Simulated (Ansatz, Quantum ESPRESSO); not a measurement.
Cost and result for the electronic dielectric constant of LiH

```yaml
crystal:
  lattice:
    - [0.00000, 2.03675, 2.03675]
    - [2.03675, 0.00000, 2.03675]
    - [2.03675, 2.03675, 0.00000]
  atoms:
    - { symbol: Li, position: [0.00000, 0.00000, 0.00000] }
    - { symbol: H, position: [0.50000, 0.50000, 0.50000] }
```

| rung | level | program and potentials | cutoff (eV) | k mesh | task | spin | core time | chip | electronic dielectric constant | notes |
| --- | --- | --- | --- | --- | --- | --- | --- | --- | --- | --- |
| GGA | PBE | Quantum ESPRESSO, SPMS 1.0 PBE | 912 | 6 × 6 × 6, shifted | phonons | off | 12 s | Intel Xeon 6975P-C Granite Rapids | 4.13 | - |
| GGA | PBE | Quantum ESPRESSO, SG15 PBE 1.2 | 952 | 6 × 6 × 6, shifted | phonons | off | 13 s | Intel Xeon 6975P-C Granite Rapids | 4.14 | - |
| GGA | PBE | Quantum ESPRESSO, PseudoDojo 0.4.1 SR PBE standard | 1007 | 6 × 6 × 6, shifted | phonons | off | 13 s | Intel Xeon 6975P-C Granite Rapids | 4.14 | - |
| LDA | LDA | Quantum ESPRESSO, GBRV 1.5 LDA | 612 | 8 × 8 × 8, shifted | dielectric tensor | off | 13 s | AMD EPYC 7R43 Zen 3 | 4.60 | - |
| GGA | PBE | Quantum ESPRESSO, Ansatz NC SR PBE | 1034 | 6 × 6 × 6, shifted | phonons | off | 14 s | Intel Xeon 6975P-C Granite Rapids | 4.14 | - |
| GGA | AM05 | Quantum ESPRESSO, GBRV 1.5 PBE | 612 | 8 × 8 × 8, shifted | dielectric tensor | off | 14 s | AMD EPYC 7R43 Zen 3 | 4.48 | potentials made for PBE |
| GGA | PBEsol | Quantum ESPRESSO, GBRV 1.5 PBEsol | 612 | 8 × 8 × 8, shifted | dielectric tensor | off | 14 s | AMD EPYC 7R43 Zen 3 | 4.48 | - |
| GGA | WC | Quantum ESPRESSO, GBRV 1.5 PBE | 612 | 8 × 8 × 8, shifted | dielectric tensor | off | 14 s | AMD EPYC 7R43 Zen 3 | 4.39 | potentials made for PBE |
| GGA | PBE | Quantum ESPRESSO, GBRV 1.5 PBE | 612 | 8 × 8 × 8, shifted | dielectric tensor | off | 15 s | AMD EPYC 7R43 Zen 3 | 4.25 | - |
| GGA | BLYP | Quantum ESPRESSO, GBRV 1.5 PBE | 612 | 8 × 8 × 8, shifted | dielectric tensor | off | 15 s | AMD EPYC 7R43 Zen 3 | 3.85 | potentials made for PBE |
| GGA | PBE | Quantum ESPRESSO, SSSP 1.3 efficiency PBE | 816 | 6 × 6 × 6, shifted | phonons | off | 19 s | Intel Xeon 6975P-C Granite Rapids | 4.14 | - |
| GGA | PBE | Quantum ESPRESSO, JTH 2.0 PBE | 707 | 6 × 6 × 6, shifted | phonons | off | 25 s | Intel Xeon 6975P-C Granite Rapids | 4.14 | - |
| LDA | LDA | Quantum ESPRESSO, GBRV 1.5 LDA | 612 | 6 × 6 × 6, shifted | phonons | off | 35 s | Intel Xeon Platinum 8259CL Skylake/Cascade Lake | 4.54 | cell relaxed first (7.46 Å³/atom) |
| GGA | PBE | Quantum ESPRESSO, GBRV 1.5 PBE | 612 | 6 × 6 × 6, shifted | phonons | off | 36 s | Intel Xeon Platinum 8259CL Skylake/Cascade Lake | 4.19 | cell relaxed first (8.04 Å³/atom) |
| hybrid | HSE03 | Ansatz, Ansatz PAW | 420 | 6 × 6 × 6 | Born charges and dielectric tensor | collinear, ferromagnetic start | 1.9 min | Arm Neoverse V1 | 3.93 | coarse mesh; potentials made for PBE, which Ansatz adapts in part |

Times are single runs on shared hosts and different chips, so they are rough; meshes, cutoffs and the tasks' sizes weigh on the time. The cell comes from a database and isn't always the measured one. Meshes differ between rows, which moves values too. All levels ran on this one cell, unrelaxed unless noted. Meshes are those of the run's cell of 2 atoms unless a note names another. Ansatz refines the mesh for the field response beyond the one shown. Runs on faulty files, with rough fits or with known faults for this quantity aren't shown. No row holds spin-orbit coupling.

By rung: LDA 4.60; LDA in relaxed cells 4.54; GGA 3.85 to 4.48; GGA in relaxed cells 4.19; hybrid on coarse meshes 3.93.
